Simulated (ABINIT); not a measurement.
CdS (Hawleyite):

```
Cd S
1.0
     0.00000    2.91650    2.91650
     2.91650    0.00000    2.91650
     2.91650    2.91650    0.00000
Cd S
1 1
Direct
  0.00000 0.00000 0.00000
  0.75000 0.75000 0.75000
```

Program: ABINIT 10.8.3 (patched build). Alike in all runs: no spin polarisation; cell as given; smearing fermi-dirac 0.05 eV.

**Question.** Order these runs on this cell by their band gap on the k mesh, lowest first.
A. level SCAN; potentials or basis JTH PAW PBE v2.0; k mesh 8 × 8 × 8; cutoff (eV) 653; fine-grid cutoff 1251.72 eV
B. level PBE; potentials or basis JTH PAW PBE v2.0; k mesh 10 × 10 × 10; cutoff (eV) 544; fine-grid cutoff 1088.46 eV
C. level LDA; potentials or basis JTH PAW LDA v2.0; k mesh 10 × 10 × 10; cutoff (eV) 544; fine-grid cutoff 1088.46 eV

**Answer.** C (0.84 eV), B (1.13 eV), A (1.43 eV).
